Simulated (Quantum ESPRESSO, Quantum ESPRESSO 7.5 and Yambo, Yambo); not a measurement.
**A GW chain in Yambo: GaN (P6_3mc)**

Aim: the G0W0 gap of GaN (P6_3mc) on PBE, step by step.

Program: Quantum ESPRESSO 7.5 and Yambo 5.3.0. Level of theory: PBE and many-body steps on it, plane waves. Results are calculated unless marked as measured.

Report form: the programs' logs are mostly left out.

The database entry behind the starting cell has ideal inner coordinates that were not refined, so it need not match the best structure at ambient conditions.

## 1. The structure

It takes space group P6_3mc (No. 186, hexagonal). Conventional cell: a = 3.190 Å, b = 3.190 Å, c = 5.189 Å, α = 90.00°, β = 90.00°, γ = 120.00°. Nearest to Ga lie 4 N at 1.95 Å. Nearest to N lie 4 Ga at 1.95 Å. Farther neighbours and most contacts between anions are not listed.

The cell and positions come from the Crystallography Open Database and are kept as given unless a step says otherwise.

## 2. Ground state

This step: Quantum ESPRESSO 7.5; DFT, PBE, plane waves, norm-conserving pseudopotentials.

The ground-state density comes first.

pw.in reads:

```
&control
  calculation = 'scf'
  prefix = 'x'
  outdir = 'o'
  pseudo_dir = 'pseudo'
/
&system
  ibrav = 0
  nat = 4
  ntyp = 2
  ecutwfc = 104.0
  nbnd = 32
  force_symmorphic = .true.
/
&electrons
  conv_thr = 1e-10
  electron_maxstep = 80
  mixing_beta = 0.5
/
ATOMIC_SPECIES
  Ga 69.723 Ga.upf
  N 14.007 N.upf
CELL_PARAMETERS angstrom
  3.1900000000 -0.0000000000 0.0000000000
  -1.5950000000 2.7626210381 0.0000000000
  0.0000000000 0.0000000000 5.1890000000
ATOMIC_POSITIONS crystal
  Ga 0.6666666667 0.3333333333 0.0000000000
  Ga 0.3333333333 0.6666666667 0.5000000000
  N 0.6666666667 0.3333333333 0.3750000000
  N 0.3333333333 0.6666666667 0.8750000000
K_POINTS automatic
  6 6 4 0 0 0
```

Command:

```sh
$ OMP_NUM_THREADS=1 mpirun -n 8 pw.x -nk 8 -in pw.in > pw.out
```

Wall time 9.6 s (8 MPI ranks of Arm Neoverse V2, shared host); peak memory 0.66 GiB; 75 s of CPU time.

This step gave:

- total energy: -14081.1445 eV
- gap: 1.925 eV
- k of the valence top: 0, 0, 0
- k of the conduction bottom: 0, 0, 0
- least direct gap: 1.925 eV

The gap is direct, at Γ.

## 3. Bands along the symmetry lines

The cheap functional maps the bands first; the places of the edges decide which points the dearer methods must see.

pw.in reads:

```
&control
  calculation = 'bands'
  prefix = 'x'
  outdir = 'o'
  pseudo_dir = 'pseudo'
/
&system
  ibrav = 0
  nat = 4
  ntyp = 2
  ecutwfc = 104.0
  nbnd = 32
  force_symmorphic = .true.
/
&electrons
  conv_thr = 1e-9
  electron_maxstep = 80
  diago_full_acc = .true.
  diago_thr_init = 5e-6
/
ATOMIC_SPECIES
  Ga 69.723 Ga.upf
  N 14.007 N.upf
CELL_PARAMETERS angstrom
  3.1900000000 -0.0000000000 0.0000000000
  -1.5950000000 2.7626210381 0.0000000000
  0.0000000000 0.0000000000 5.1890000000
ATOMIC_POSITIONS crystal
  Ga 0.6666666667 0.3333333333 0.0000000000
  Ga 0.3333333333 0.6666666667 0.5000000000
  N 0.6666666667 0.3333333333 0.3750000000
  N 0.3333333333 0.6666666667 0.8750000000
K_POINTS crystal
  75
  0.00000000 0.00000000 0.00000000 1
  0.06250000 0.00000000 0.00000000 1
  0.12500000 0.00000000 0.00000000 1
  0.18750000 0.00000000 0.00000000 1
  0.25000000 0.00000000 0.00000000 1
  0.31250000 0.00000000 0.00000000 1
  0.37500000 0.00000000 0.00000000 1
  0.43750000 0.00000000 0.00000000 1
  0.50000000 0.00000000 0.00000000 1
  0.47916667 0.04166667 0.00000000 1
  0.45833333 0.08333333 0.00000000 1
  0.43750000 0.12500000 0.00000000 1
  0.41666666 0.16666666 0.00000000 1
  0.39583333 0.20833333 0.00000000 1
  0.37500000 0.25000000 0.00000000 1
  0.35416666 0.29166666 0.00000000 1
  0.33333333 0.33333333 0.00000000 1
  0.29166666 0.29166666 0.00000000 1
  0.25000000 0.25000000 0.00000000 1
  0.20833333 0.20833333 0.00000000 1
  0.16666666 0.16666666 0.00000000 1
  0.12500000 0.12500000 0.00000000 1
  0.08333333 0.08333333 0.00000000 1
  0.04166667 0.04166667 0.00000000 1
  0.00000000 0.00000000 0.00000000 1
  0.00000000 0.00000000 0.06250000 1
  0.00000000 0.00000000 0.12500000 1
  0.00000000 0.00000000 0.18750000 1
  0.00000000 0.00000000 0.25000000 1
  0.00000000 0.00000000 0.31250000 1
  0.00000000 0.00000000 0.37500000 1
  0.00000000 0.00000000 0.43750000 1
  0.00000000 0.00000000 0.50000000 1
  0.06250000 0.00000000 0.50000000 1
  0.12500000 0.00000000 0.50000000 1
  0.18750000 0.00000000 0.50000000 1
  0.25000000 0.00000000 0.50000000 1
  0.31250000 0.00000000 0.50000000 1
  0.37500000 0.00000000 0.50000000 1
  0.43750000 0.00000000 0.50000000 1
  0.50000000 0.00000000 0.50000000 1
  0.47916667 0.04166667 0.50000000 1
  0.45833333 0.08333333 0.50000000 1
  0.43750000 0.12500000 0.50000000 1
  0.41666666 0.16666666 0.50000000 1
  0.39583333 0.20833333 0.50000000 1
  0.37500000 0.25000000 0.50000000 1
  0.35416666 0.29166666 0.50000000 1
  0.33333333 0.33333333 0.50000000 1
  0.29166666 0.29166666 0.50000000 1
  0.25000000 0.25000000 0.50000000 1
  0.20833333 0.20833333 0.50000000 1
  0.16666666 0.16666666 0.50000000 1
  0.12500000 0.12500000 0.50000000 1
  0.08333333 0.08333333 0.50000000 1
  0.04166667 0.04166667 0.50000000 1
  0.00000000 0.00000000 0.50000000 1
  0.50000000 0.00000000 0.50000000 1
  0.50000000 0.00000000 0.43750000 1
  0.50000000 0.00000000 0.37500000 1
  0.50000000 0.00000000 0.31250000 1
  0.50000000 0.00000000 0.25000000 1
  0.50000000 0.00000000 0.18750000 1
  0.50000000 0.00000000 0.12500000 1
  0.50000000 0.00000000 0.06250000 1
  0.50000000 0.00000000 0.00000000 1
  0.33333333 0.33333333 0.50000000 1
  0.33333333 0.33333333 0.43750000 1
  0.33333333 0.33333333 0.37500000 1
  0.33333333 0.33333333 0.31250000 1
  0.33333333 0.33333333 0.25000000 1
  0.33333333 0.33333333 0.18750000 1
  0.33333333 0.33333333 0.12500000 1
  0.33333333 0.33333333 0.06250000 1
  0.33333333 0.33333333 0.00000000 1
```

The job ended after 6.3 s (8 MPI ranks; peak memory 0.56 GiB; 50 s of CPU time).

This step gave:

```
gap                        : 1.925 eV
k of the valence top       : 0, 0, 0
k of the conduction bottom : 0, 0, 0
least direct gap           : 1.925 eV
```

The gap is 1.925 eV, as in the run before at this level.

Electronic bands along the path, in eV, zero at the top of the highest filled band:

```
    point  band 23  band 24  band 25  band 26  band 27  band 28  band 29  band 30
        Γ    -1.04    -0.06     0.00     0.00     1.93     4.28     9.19     9.92
  halfway    -2.85    -1.98    -0.73    -0.48     4.29     5.95     7.38     8.53
        M    -4.21    -2.73    -2.22    -0.97     5.08     5.57     6.06     8.59
  halfway    -4.22    -3.52    -2.38    -1.86     5.61     6.61     6.64     8.43
        K    -5.25    -2.99    -2.99    -2.68     5.15     7.80     7.80     8.40
  halfway    -3.66    -2.39    -1.00    -0.92     4.93     6.87     7.29     7.67
        Γ    -1.04    -0.06     0.00     0.00     1.93     4.28     9.19     9.92
  halfway    -0.89    -0.89    -0.16    -0.16     3.11     4.38     8.80     9.60
        A    -0.53    -0.53    -0.53    -0.53     4.25     4.25     8.50     8.50
  halfway    -2.07    -2.07    -1.28    -1.28     5.24     5.24     7.66     7.66
        L    -1.93    -1.93    -1.90    -1.90     4.42     4.42     7.80     7.80
  halfway    -3.18    -3.18    -1.60    -1.60     5.37     5.37     8.12     8.12
        H    -4.16    -4.16    -1.49    -1.49     6.45     6.45     7.31     7.31
  halfway    -2.11    -2.11    -1.80    -1.80     5.67     5.67     7.67     7.67
        A    -0.53    -0.53    -0.53    -0.53     4.25     4.25     8.50     8.50
jump to L    -1.93    -1.93    -1.90    -1.90     4.42     4.42     7.80     7.80
  halfway    -3.30    -2.51    -1.70    -1.27     4.32     5.11     7.56     7.85
        M    -4.21    -2.73    -2.22    -0.97     5.08     5.57     6.06     8.59
jump to H    -4.16    -4.16    -1.49    -1.49     6.45     6.45     7.31     7.31
  halfway    -4.96    -3.18    -2.20    -2.20     5.90     7.20     7.20     8.18
        K    -5.25    -2.99    -2.99    -2.68     5.15     7.80     7.80     8.40
```

## 4. Empty states on the mesh, 3×3×4 mesh, 93 bands

The sums over transitions need many empty states on a uniform mesh; this step solves for them.

pw.in reads:

```
&control
  calculation = 'nscf'
  prefix = 'x'
  outdir = 'o'
  pseudo_dir = 'pseudo'
/
&system
  ibrav = 0
  nat = 4
  ntyp = 2
  ecutwfc = 104.0
  nbnd = 93
  force_symmorphic = .true.
/
&electrons
  conv_thr = 1e-9
  electron_maxstep = 80
  diago_full_acc = .true.
  diago_thr_init = 5e-6
/
ATOMIC_SPECIES
  Ga 69.723 Ga.upf
  N 14.007 N.upf
CELL_PARAMETERS angstrom
  3.1900000000 -0.0000000000 0.0000000000
  -1.5950000000 2.7626210381 0.0000000000
  0.0000000000 0.0000000000 5.1890000000
ATOMIC_POSITIONS crystal
  Ga 0.6666666667 0.3333333333 0.0000000000
  Ga 0.3333333333 0.6666666667 0.5000000000
  N 0.6666666667 0.3333333333 0.3750000000
  N 0.3333333333 0.6666666667 0.8750000000
K_POINTS automatic
  3 3 4 0 0 0
```

Command:

```sh
$ OMP_NUM_THREADS=1 mpirun -n 8 pw.x -nk 4 -in pw.in > pw.out
```

Run time: 6.1 s. Hardware: 8 MPI ranks; peak memory 0.55 GiB; 48 s of CPU time.

Numbers from this step:

```
gap                                                           : 1.925 eV
k of the valence top                                          : 0, 0, 0
k of the conduction bottom                                    : 0, 0, 0
least direct gap                                              : 1.925 eV
k points computed                                             : 10
lowest point of the top converged band, above the valence top : 65.3898 eV
```

On this mesh the gap is 1.925 eV.

## 5. Conversion and set-up

This step: Yambo 5.3.0; conversion and set-up on PBE, plane waves, norm-conserving pseudopotentials.

The states are converted to the many-body program's format and the q mesh is built.

Command:

```sh
$ (cd o/x.save; p2y > p2y.log; mv SAVE ../..); yambo > setup.log
```

Elapsed: 2.2 s, on 1 MPI rank; peak memory 0.24 GiB.

## 6. Screening and self-energy, 3×3×4 mesh, 93 bands, screening to 129.3 eV

G0W0 replaces the xc potential by the self-energy, built once from these orbitals. Only a window of levels is corrected, while the sums run over the empty bands that the input names.

This step: G0W0 on PBE, plane waves, norm-conserving pseudopotentials.

gw1.in reads:

```
HF_and_locXC
gw0
dyson
ppa
em1d
rim_cut
RandQpts= 1000000
RandGvec= 1 RL
EXXRLvcs= 104 Ry
VXCRLvcs= 416 Ry
Chimod= "HARTREE"
% BndsRnXp
 1 | 93 |
%
NGsBlkXp= 9.5 Ry
% LongDrXp
 1 | 1 | 1 |
%
% GbndRnge
 1 | 93 |
%
DysSolver= "n"
ExtendOut
PPAPntXp= 27.21138 eV
% QPkrange
 1 | 1 | 25 | 28 |
%
```

Command:

```sh
$ OMP_NUM_THREADS=1 mpirun -n 8 yambo -F gw1.in -J gw1 -C gw1 > gw1.log
```

The job ended after 33 s (8 MPI ranks; peak memory 4.4 GiB; 4.2 min of CPU time).

Numbers from this step:

```
G0W0 gap on the points computed              : 2.751 eV
starting gap on the mesh                     : 1.925 eV
k of the valence top                         : 0, 0, 0
k of the conduction bottom                   : 0, 0, 0
least direct G0W0 gap on the computed points : 2.751 eV
Z at the valence top                         : 0.7900
Z at the conduction bottom                   : 0.8164
```

The gap on the mesh goes from 1.92 eV to 2.75 eV, a correction of +0.83 eV.

Limits: finite bands, cutoff and mesh; no spin-orbit coupling; coarse k mesh. v1 is the top filled band, c1 the lowest empty one. The levels before and after the correction (eV, zero at the valence-band top of each column):

```
           conduction bottom  valence top
Kohn-Sham               1.92         0.00
     G0W0               2.75         0.00
```

```
             level  energy (eV)
Kohn-Sham  Γ v2-v1        0.000
Kohn-Sham     Γ c1        1.925
Kohn-Sham     Γ c2        4.278
     G0W0  Γ v2-v1        0.000
     G0W0     Γ c1        2.751
     G0W0     Γ c2        5.279
```

## 7. Where the time went

Times are wall times on the hardware named with each run, good to a factor of about two.

```
                          step   time  share  memory (GiB)
                  ground state  9.6 s   17 %          0.66
bands along the symmetry lines  6.3 s   11 %          0.56
      empty states on the mesh  6.1 s   11 %          0.55
         conversion and set-up  2.2 s    4 %          0.24
     screening and self-energy   33 s   58 %           4.4
```

## 8. Summary of results

```json
{
 "PBE gap": "1.92 eV, direct",
 "G0W0 gap on the mesh": "2.75 eV",
 "GW settings": "3×3×4 mesh, 93 bands, screening to 129.3 eV, Godby-Needs plasmon pole",
 "known limits": "not at the basis limit; no spin-orbit coupling; coarse k mesh"
}
```

G0W0 moves the gap on the mesh from 1.92 eV to 2.75 eV (+0.83 eV), with Z of 0.79 and 0.82 at the edges. Only 1 of the mesh's irreducible points was corrected, so a valley elsewhere could overtake. The dearest step here is «screening and self-energy». Bands and cutoff are finite, so the gap is not at the basis limit. The miss can reach some tenths of an eV and take either sign; the mesh is an error of its own. In the G0W0 run levels were corrected at 1 k point alone, so a gap called «on the mesh» is the least over those, and an edge elsewhere would be missed. The 3×3×4 mesh is coarse for this cell, which bears on the long-range parts of exchange and screening. The many-body steps are scalar-relativistic: spin-orbit coupling is not in them.

[Paths, hosts, dates, memory and timing lines, banners, echoed tables and standing remarks are left out of the program output.]

[Logs are printed without paths, hosts, clocks, repeated set-up lines and the standing remarks that a program may print on its own settings, such as how far it seeks lower states.]

[Runs of the session that timed out or met a known fault of the program may be left out.]

[Hosts, paths, dates, database ids (printed as entryN), source tags and the programs' standing remarks are cut or masked in the printed files.]
